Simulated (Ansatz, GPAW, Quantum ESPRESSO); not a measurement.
**ZrB2: programs and potentials compared**

```
Zr B
1.0
     3.17000    0.00000    0.00000
    -1.58500    2.74530    0.00000
     0.00000    0.00000    3.53300
Zr B
1 2
Direct
  0.00000 0.00000 0.00000
  0.66667 0.33333 0.50000
  0.33333 0.66667 0.50000
```

Alike in all runs: task band structure; functional PBE; k mesh 10 × 10 × 8; occupations fermi-dirac, width 0.05 eV; no spin polarisation; no spin-orbit coupling. Pressure is positive in compression and, in plane waves, holds the error of the finite cutoff.

```json
{"program and potentials": "Ansatz, all-electron LAPW, scalar-relativistic", "plane-wave cutoff (eV)": "-", "notes": "-", "pressure (GPa)": "0.83"}
{"program and potentials": "GPAW, GPAW PAW data sets (gpaw-data 1.2.1)", "plane-wave cutoff (eV)": "800", "notes": "-", "pressure (GPa)": "-0.07"}
{"program and potentials": "Quantum ESPRESSO, PseudoDojo 0.4.1 SR PBE standard", "plane-wave cutoff (eV)": "1034", "notes": "-", "pressure (GPa)": "0.78"}
```

The pressure spans -0.07 (GPAW, GPAW PAW data sets (gpaw-data 1.2.1)) to 0.83 GPa (Ansatz, all-electron LAPW, scalar-relativistic), with all-electron results at 0.83.

Differences between rows come from potentials, basis sets and numerical settings, since the functional is the same but for its coding. Runs on potential files found faulty are left out.
